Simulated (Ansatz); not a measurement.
## Cu under pressure: fit and missing row

Cu, I4/mmm, a = 2.890 Å, c = 2.720 Å. This isn't the element's structure at ambient conditions. Ansatz: PBEsol, PAW, 420 eV, Γ-centred 20×20×20 mesh on 1 atom, Gaussian smearing 0.10 eV; no spin polarisation. Cell and atoms are relaxed at each pressure, and no other structure is tried, so the rows at high pressure may lie past a change of phase.

```tsv
V (Å³/atom)	P (GPa)
9.177	60.00
9.964	29.98
?	14.99
10.878	8.00
11.165	3.01
11.360	0.01
11.578	-2.98
```

Task: Take V0 = 11.360 Å³/atom, count pressures from its P0 = 0.01 GPa, fit the third-order Birch–Murnaghan form to the other rows, and predict the missing volume.

Result: With the Eulerian strain f = ½[(V0/V)^(2/3) − 1] and y = (P − P0)/[3f(1 + 2f)^(5/2)], the form is the line y = B0 + 1.5 B0 (B0′ − 4) f. Rows (f, y): 0.07644, 183.3; 0.04567, 175.8; 0.01466, 169.0; 0.00580, 167.5; -0.00630, 163.3. Means f = 0.02725, y = 171.78; Σ(Δf)² = 0.004503, ΣΔfΔy = 1.052; the slope is their ratio. y = 165.4 + 233.6 f GPa, so B0 = 165.4 GPa and B0′ = 4 + 2 × (233.6)/(3 × 165.4) = 4.94. P = 14.99 GPa is met at f = 0.02570 (y = 171.40), so V = V0 (1 + 2f)^(−3/2) = 10.537 Å³/atom. The run gave 10.537 Å³/atom, the same to the digits shown.

The mesh isn't the same in all rows (20×20×20, 22×22×22).

The predicted volume matches the calculated one, and y rises with compression in every fitted row, so the tetragonal phase stiffens smoothly. B0′ = 4.94 lies above the value of 4 at which the third-order term vanishes, so that term is needed. The stiffening reflects the growing overlap of the filled 3d shells, whose Pauli repulsion climbs steeply as the atoms approach, together with the rising kinetic energy of the compressed sp electrons.

The missing point lies inside the fitted range, so the agreement supports interpolation and is a weak test of extrapolation beyond 60.00 GPa. The slope, and with it B0′, rests mainly on the two most compressed rows. Close to V0 a small pressure is divided by a small strain, which magnifies rounding and probably accounts for much of the scatter there. With c slightly shorter than a, the cell lies near the body-centred cubic point of the Bain path, far from copper's familiar face-centred cubic form; a smooth response to compression doesn't establish its stability against shear.
